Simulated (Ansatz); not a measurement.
## A series in temperature on MgO

All results are calculated (Ansatz 0.2.0). Harmonic vibrational free energy, entropy and heat capacity at constant volume, per atom, from the force constants of a q mesh, imaginary modes left out; plane waves with PAW datasets, Gamma-centred k mesh.

Structure of every row (space group Fm-3m, No. 225):
```
cell vectors (Å)
   0.0000     2.1269     2.1269
   2.1269     0.0000     2.1269
   2.1269     2.1269     0.0000
atoms (fractions of the cell vectors)
Mg  0.50000  0.50000  0.50000
O   0.00000  0.00000  0.00000
```

Settings of every row: functional PBE; dispersion none; spin none; wave cutoff 420 eV; k mesh 12x12x12; occupations fixed; smearing width 0 eV; pressure 0 GPa; phonon method linear response; q mesh 4x4x4.

```
row  temperature (K)  phonon entropy (kB/atom)  phonon heat capacity (kB/atom)  phonon free energy (meV/atom)
  1              200                     0.955                           1.704                           64.9
  2              300                      1.77                           2.284                           53.1
  3              400                         ?                               ?                              ?
  4              500                     3.058                           2.706                           10.8
  5              600                      3.56                           2.791                          -17.7
  6              700                     3.994                           2.844                          -50.3
  7              800                     4.377                           2.879                          -86.4
  8              900                     4.717                           2.904                         -125.6
  9             1000                     5.024                           2.922                         -167.6
```

Question: what phonon entropy and phonon heat capacity should row 3 give?

Worked fit of phonon entropy. Entropy rises as the heat capacity times the change of ln T, so take t = ln(T / 300 K). The shown rows have t = -0.4055, 0, 0.5108, 0.6931, 0.8473, 0.9808, 1.0986, 1.204. Least squares give phonon entropy = 1.8048 + 2.2766 × t + 0.34247 × t² kB/atom; a straight line predicts inner rows, each left out in turn, worse (root mean square 0.084 against 0.025 kB/atom). The rows lie off it by 0.017, -0.035, 0.001, 0.013, 0.014, 0.010, -0.002, -0.018 (root mean square 0.017 kB/atom), a smooth pattern that one more power would take up: the form is only approximate. The slope at t = 0, 2.28 kB/atom, estimates the heat capacity at 300 K. The withheld row has t = 0.2877, so the fit gives 1.8048 + 2.2766 × (0.2877) + 0.34247 × (0.2877)² = 2.488 kB/atom.

The calculation gave 2.47 kB/atom. The fit lies 0.018 kB/atom (0.44 % of the column's range) above it; its largest miss of a shown row is 0.035 kB/atom.

Worked fit of phonon heat capacity. At high temperature a harmonic heat capacity falls short of its limit by a term in 1/T², so take t = (100 K / T)². The shown rows have t = 0.25, 0.11111, 0.04, 0.02778, 0.02041, 0.01562, 0.01235, 0.01. Least squares give phonon heat capacity = 2.9919 − 7.3933 × t + 8.973 × t² kB/atom; a straight line predicts inner rows, each left out in turn, worse (root mean square 0.049 against 0.0076 kB/atom). The rows lie off it by 0.000, 0.003, -0.005, -0.002, -0.001, 0.000, 0.002, 0.003 (root mean square 0.0025 kB/atom), a smooth pattern that one more power would take up: the form is only approximate. The constant, 2.9919 kB/atom, is to be held against the harmonic limit of 3 k_B an atom. The withheld row has t = 0.0625, so the fit gives 2.9919 − 7.3933 × (0.0625) + 8.973 × (0.0625)² = 2.565 kB/atom.

The calculation gave 2.56 kB/atom. The fit lies 0.005 kB/atom (0.41 % of the column's range) above it; its largest miss of a shown row is 0.005 kB/atom.

The other values of row 3: phonon free energy 34.7 meV/atom.
